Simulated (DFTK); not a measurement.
A run of DFTK 0.8.2 is set up as follows.

Contents of run.jl:

```julia
using DFTK
using PseudoPotentialData
using Unitful, UnitfulAtomic
using LinearAlgebra, Printf
include("save.jl")
disable_threading()

# lattice vectors are the columns
lattice = austrip(1u"Å") * [           0.0          3.018          3.018;
                    3.018            0.0          3.018;
                    3.018          3.018            0.0]
symbols   = [:In, :As]
positions = [[0.0, 0.0, 0.0],
             [0.75, 0.75, 0.75]]
pseudopotentials = PseudoFamily("dojo.nc.sr.pbe.v0_4_1.standard.upf")
elements = Dict(s => ElementPsp(s, pseudopotentials) for s in unique(symbols))
atoms    = [elements[s] for s in symbols]

build_model(lattice, positions; symmetries=true) =
    model_DFT(lattice, atoms, positions;
              functionals=PBE(),
              temperature=austrip(0.1u"eV"),
              smearing=Smearing.MethfesselPaxton(2),
              symmetries)
Ecut  = 42.0  # hartree
kgrid = [8, 8, 8]
tol   = 1e-6
to_GPa = ustrip(uconvert(u"GPa", 1u"hartree/bohr^3"))

model = build_model(lattice, positions)
basis = PlaneWaveBasis(model; Ecut, kgrid)
display(basis)
scfres = self_consistent_field(basis;
                               tol,
                               nbandsalg=AdaptiveBands(model; n_bands_converge=19))
display(scfres.energies)
@printf "Fermi level: %.6f eV\n" ustrip(auconvert(u"eV", something(scfres.εF, NaN)))
forces = compute_forces_cart(scfres)
println("Forces (eV/Å)")
for (s, f) in zip(symbols, forces)
    @printf "%-3s %12.6f %12.6f %12.6f\n" s ustrip.(auconvert.(u"eV/Å", f))...
end
stress = compute_stresses_cart(scfres)
println("Stress (GPa)")
display(round.(stress * to_GPa; digits=4))
println("Levels at the first k-point (eV): ", round.(ustrip.(auconvert.(u"eV", scfres.eigenvalues[1][1:scfres.n_bands_converge])); digits=4))
save_scf!(scfres; forces, stress)
```

Potentials or basis: dojo.nc.sr.pbe.v0_4_1.standard.upf (PBE).

The run is started by

```sh
$ julia --threads=1 run.jl  # save.jl only writes the numbers to a file and isn't shown; printed stress counts tension as positive; times include loading and compiling
```

Q: Estimate the band gap on the k mesh.

A: None (metal or under the smearing width).

Q: Predict the pressure.

A: 4.4 GPa.

**Experimental background.**

A printed reference work, data compilation reports, for a bulk crystal of InAs at 4.2 K: band gap 0.418 eV (direct).

Measured gap of InAs: 0.418 eV (direct; 4.2 K; a printed reference work, data compilation). This calculation gives 0.00 eV (-0.42 eV). Spin-orbit coupling on As, In is left out. The value is that of PBE on a finite k mesh, which can miss the band edges, without temperature or zero-point motion. Semilocal functionals fall short of measured gaps as a rule.
